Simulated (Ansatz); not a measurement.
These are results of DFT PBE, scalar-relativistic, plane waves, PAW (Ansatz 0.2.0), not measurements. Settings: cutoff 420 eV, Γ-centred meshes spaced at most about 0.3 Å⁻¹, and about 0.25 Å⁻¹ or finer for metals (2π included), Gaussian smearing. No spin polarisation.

Temperature and zero-point effects are left out.

Task: Which of these relaxed structures of Mg₅Te₃ is the lowest in energy?
A.

Space group P-62m (No. 189). a = 7.695 Å, b = 7.695 Å, c = 3.986 Å, α = 90.00°, β = 90.00°, γ = 120.00°
```json
{"atom": "Mg", "site": "2d", "symmetry": "-6..", "x": "0.6667", "y": "0.3333", "z": "0.5000"}
{"atom": "Mg", "site": "3g", "symmetry": "m2m", "x": "0.0000", "y": "0.2197", "z": "0.5000"}
{"atom": "Te", "site": "3f", "symmetry": "m2m", "x": "0.0000", "y": "0.6238", "z": "0.0000"}
```

B.

Space group R3m:H (No. 160). a = 8.535 Å, b = 8.535 Å, c = 11.555 Å, α = 90.00°, β = 90.00°, γ = 120.00°
```json
{"atom": "Mg", "site": "9b", "symmetry": ".m", "x": "0.5330", "y": "0.4670", "z": "0.2149"}
{"atom": "Mg", "site": "3a", "symmetry": "3m", "x": "0.3333", "y": "0.6667", "z": "0.3459"}
{"atom": "Mg", "site": "3a", "symmetry": "3m", "x": "0.3333", "y": "0.6667", "z": "0.7876"}
{"atom": "Te", "site": "9b", "symmetry": ".m", "x": "0.1532", "y": "0.8468", "z": "0.2922"}
```

C.

Space group Pmmm (No. 47). a = 4.120 Å, b = 4.371 Å, c = 11.230 Å, α = 90.00°, β = 90.00°, γ = 90.00°
```json
{"atom": "Mg", "site": "1c", "symmetry": "mmm", "x": "0.0000", "y": "0.0000", "z": "0.5000"}
{"atom": "Mg", "site": "1a", "symmetry": "mmm", "x": "0.0000", "y": "0.0000", "z": "0.0000"}
{"atom": "Mg", "site": "1f", "symmetry": "mmm", "x": "0.5000", "y": "0.5000", "z": "0.0000"}
{"atom": "Mg", "site": "2r", "symmetry": "mm2", "x": "0.0000", "y": "0.5000", "z": "0.7330"}
{"atom": "Te", "site": "2s", "symmetry": "mm2", "x": "0.5000", "y": "0.0000", "z": "0.8033"}
{"atom": "Te", "site": "1h", "symmetry": "mmm", "x": "0.5000", "y": "0.5000", "z": "0.5000"}
```

Result: B. The next of these, C, lies 14 meV/atom higher. Counting Te atoms around Mg (those within 1.25 times the shortest such distance or 1.15 times the sum of covalent radii, 1.27 where that leaves under three; a plus sign parts nearer from farther groups; a slash parts the counts of unlike sites): B has Mg 3; C has Mg 4/6; A has Mg 4+2/6. All come from invented guesses.

For metals, differences of a few meV/atom aren't resolved. Spin–orbit coupling, which can matter for Te, is left out. Cells relaxed within their symmetry can be saddle points. Some candidate types were left out of the draw beforehand, so a known form may be missing.
